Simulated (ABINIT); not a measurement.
Sb:

```
Sb
1.0
     2.15420    1.24373    3.75800
    -2.15420    1.24373    3.75800
     0.00000   -2.48746    3.75800
Sb
2
Cartesian
  0.0000 0.0000 8.6416
  0.0000 0.0000 2.6324
```

Base run:

```yaml
Program: ABINIT 10.8.3 (patched build)
Functional: LDA
Potentials_or_basis: PseudoDojo NC SR LDA v0.4.1 standard
Cutoff: 1088 eV
k_mesh: 6 × 6 × 6
Occupations: fermi-dirac, width 0.05 eV
Spin: no spin polarisation
```

Its results: band gap on the k mesh none (metal or under the smearing width); pressure -1.2 GPa; largest force 0.062 eV/Å.

Task: The run is repeated on the same cell with these changes: functional from LDA to PBE; potentials or basis from PseudoDojo NC SR LDA v0.4.1 standard to PseudoDojo NC SR PBE v0.4.1 standard. What comes out?

Result: Band gap on the k mesh none (metal or under the smearing width); pressure 2.7 GPa; largest force 0.094 eV/Å.
